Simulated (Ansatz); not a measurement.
# KF: the cost of one run

All numbers are computed with the Python package of Ansatz 0.2.0. Level of theory: DFT PBEsol, plane waves, PAW.

**1. Starting point**

KF Fm-3m: The structure is cubic, space group Fm-3m (No. 225). The conventional cell has a = 5.340 Å, b = 5.340 Å, c = 5.340 Å, α = 90.00°, β = 90.00°, γ = 90.00°. Around K (site symmetry m-3m) lie 6 F at 2.67 Å. F (site symmetry m-3m) is surrounded by 6 K at 2.67 Å.

KCl Fm-3m: Symmetry: Fm-3m, No. 225, cubic system. The conventional cell has a = 6.270 Å, b = 6.270 Å, c = 6.270 Å, α = 90.00°, β = 90.00°, γ = 90.00°. Around K (site symmetry m-3m) lie 6 Cl at 3.13 Å. Cl (site symmetry m-3m) has 6 K at 3.13 Å as nearest neighbours.

KBr Fm-3m: It takes space group Fm-3m (No. 225, cubic). The conventional cell has a = 6.640 Å, b = 6.640 Å, c = 6.640 Å, α = 90.00°, β = 90.00°, γ = 90.00°. K (site symmetry m-3m) has 6 Br at 3.32 Å as nearest neighbours. Br (site symmetry m-3m) has 6 K at 3.32 Å as nearest neighbours.

KI Fm-3m: The structure is cubic, space group Fm-3m (No. 225). Conventional cell: a = 7.030 Å, b = 7.030 Å, c = 7.030 Å, α = 90.00°, β = 90.00°, γ = 90.00°. K (site symmetry m-3m) is surrounded by 6 I at 3.52 Å. I (site symmetry m-3m) is surrounded by 6 K at 3.52 Å.

No structure file is read: the coordinates are typed or built in the script.

**2. The script**

kf_series.py

```python
"""Element substitution on the rocksalt prototype."""

import warnings

import ansatz
import matplotlib.pyplot as plt
import numpy as np
from tabulate import tabulate


def rocksalt(A, B, a):
    return ansatz.Crystal.rocksalt(A, B, a=a)


def run_phase(name, crystal):
    calc = (
        crystal.calculation()
        .functional("pbesol")
        .basis(500)
        .kpoints(spacing=0.3)
        .occupations("fermi_dirac", width=0.02)
        .stress()
        .band_table()
    )
    calc = calc.relax(force_tolerance=0.02, cell=True)
    return calc.run(threads=1)

def relaxed_twice(name, crystal):
    # the second pass draws mesh and plane waves anew for the relaxed cell
    first = run_phase(name, crystal)
    again = ansatz.Crystal(lattice=ansatz.Lattice.of(first.lattice.cell_ang))
    for site in first.report["lattice"]["sites"]:
        again = again.atom(site["symbol"], site["position_frac"])
    return run_phase(name, again)


def volume_per_atom(outcome):
    return abs(np.linalg.det(outcome.lattice.cell_ang)) / len(outcome.lattice.sites)


def gap_ev(outcome):
    # nan where the run reports no band edges: a metal, overlapping bands, or a gap that is small against the smearing
    edges = outcome.report.get("band_edges_ev")
    return edges[1] - edges[0] if edges else float("nan")

# the lattice constants below are starting guesses
warnings.simplefilter("ignore", ansatz.DeckWarning)

phases = {}
phases["KF"] = rocksalt("K", "F", 5.34)
phases["KCl"] = rocksalt("K", "Cl", 6.27)
phases["KBr"] = rocksalt("K", "Br", 6.64)
phases["KI"] = rocksalt("K", "I", 7.03)

done = {name: relaxed_twice(name, crystal) for name, crystal in phases.items()}

rows = [(name, (4 * len(o.lattice.sites) * volume_per_atom(o)) ** (1 / 3), volume_per_atom(o), gap_ev(o)) for name, o in done.items()]
print(tabulate(rows, headers=["compound", "a (A)", "V (A^3/atom)", "gap on mesh (eV)"], floatfmt=".4f", tablefmt="simple"))
plt.figure(figsize=(4.5, 3))
plt.bar([row[0] for row in rows], [row[1] for row in rows])
plt.ylabel("a (A)")
plt.tight_layout()
plt.savefig("series.png", dpi=100)
```

**3. The input behind the calls**

The engine receives this input (first run):

```yaml
crystal:
  lattice:
    - [0.0, 2.67, 2.67]
    - [2.67, 0.0, 2.67]
    - [2.67, 2.67, 0.0]
  atoms:
    - { symbol: K, position: [0.0, 0.0, 0.0] }
    - { symbol: F, position: [0.5, 0.5, 0.5] }
basis:
  ecutwfc: 500.0
kpoints:
  mp_grid:
    kspacing: 0.3
hamiltonian:
  xc: pbesol
scf:
  occupations:
    method: fermi_dirac
    width: 0.02
relax:
  f_tol: 0.02
  cell: {}
output:
  stress: true
  eigenvalues: true
```

**4. The run**

Command:

```console
$ python kf_series.py
```

What time and memory should one allow on 1 thread of Arm Neoverse V2, shared host?

About 33 s, with a peak of 0.49 GiB.
